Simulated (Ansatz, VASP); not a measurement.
## Two plane-wave programs on KBr

The input INCAR:

```
PREC = Accurate
ENCUT = 520
EDIFF = 1E-6
ISMEAR = 0
SIGMA = 0.02
LREAL = False
LASPH = True
NELM = 80
ALGO = Normal
ISIF = 2
LWAVE = False
LCHARG = False
GGA = PE
NBANDS = 15
```

The input KPOINTS:

```
regular mesh
0
Gamma
  6 6 6
```

POSCAR

```
KBr
1.0
    0.0000000000      3.4161596780      3.4161596780
    3.4161596780      0.0000000000      3.4161596780
    3.4161596780      3.4161596780      0.0000000000
K Br
1 1
Direct
    0.0000000000      0.0000000000      0.0000000000
    0.5000000000      0.5000000000      0.5000000000
```

Input for Ansatz:

```yaml
crystal:
  lattice:
    - [0.0, 3.416159678, 3.416159678]
    - [3.416159678, 0.0, 3.416159678]
    - [3.416159678, 3.416159678, 0.0]
  atoms:
    - { symbol: K, position: [0.0, 0.0, 0.0] }
    - { symbol: Br, position: [0.5, 0.5, 0.5] }
basis:
  ecutwfc: 420
kpoints:
  mp_grid: { grid: [6, 6, 6] }
hamiltonian:
  xc: pbe
scf:
  occupations: { method: gaussian, width: 0.02 }
output:
  forces: true
  stress: true
  eigenvalues: true
  write_density: true
  write_potential: true
  elf: true
  volumetric_format: npy
```

Alike in both runs: task single point; functional PBE; k mesh 6 × 6 × 6; occupations gaussian, width 0.02 eV; no spin polarisation.

```csv
,VASP,Ansatz
version,VASP 6.6.1,Ansatz 0.2.0
potentials or method,"VASP PAW PBE potentials, release 64 (K_sv, Br)","scalar-relativistic, plane waves, PAW"
plane-wave cutoff (eV),520,420
valence electrons in the cell,16,16
```

VASP gave:

| Quantity | Value |
| --- | --- |
| gap on the k mesh at the Fermi level (eV) | 4.17 |
| least direct gap on the mesh (eV) | 4.17 |
| pressure (GPa) | -0.6 |

Question: What did Ansatz give for the same quantities?

Answer: gap on the k mesh at the Fermi level (eV): 4.17; least direct gap on the mesh (eV): 4.17; pressure (GPa): -0.7.
